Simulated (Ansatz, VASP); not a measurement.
# One calculation of NaI, two programs

```xyz
2
Lattice="0.0000 3.3276 3.0614 3.3276 0.0000 3.0614 3.3276 3.3276 0.0000" Properties=species:S:1:pos:R:3 pbc="T T T"
Na    0.0000    0.0000    0.0000
I     3.3276    3.3276    3.0614
```

Alike in both runs: task single point; functional PBE; k mesh 8 × 8 × 8; occupations gaussian, width 0.05 eV; no spin polarisation.

|  | VASP | Ansatz |
| --- | --- | --- |
| version | VASP 6.6.1 | Ansatz 0.2.0 |
| potentials or method | VASP PAW PBE potentials, release 64 (Na_pv, I) | scalar-relativistic, plane waves, PAW |
| plane-wave cutoff (eV) | 520 | 420 |
| valence electrons in the cell | 14 | 26 |

VASP gave:

```
gap on the k mesh at the Fermi level (eV)       : 3.62
least direct gap on the mesh (eV)               : 3.62
pressure (GPa)                                  : 0.7
largest component of the traceless stress (GPa) : 1.68
```

Task: Which values does Ansatz return?

Result: gap on the k mesh at the Fermi level (eV): 3.62; least direct gap on the mesh (eV): 3.62; pressure (GPa): 0.7; largest component of the traceless stress (GPa): 1.67.

The functional is the same, so the differences come from potentials, cutoffs and numerics. The two sets of potentials don't hold the same shells in valence.

Caveats: spin-orbit coupling is left out, which moves the levels of the heavy elements. PBE gaps usually lie below the measured ones, often by a third to a half.
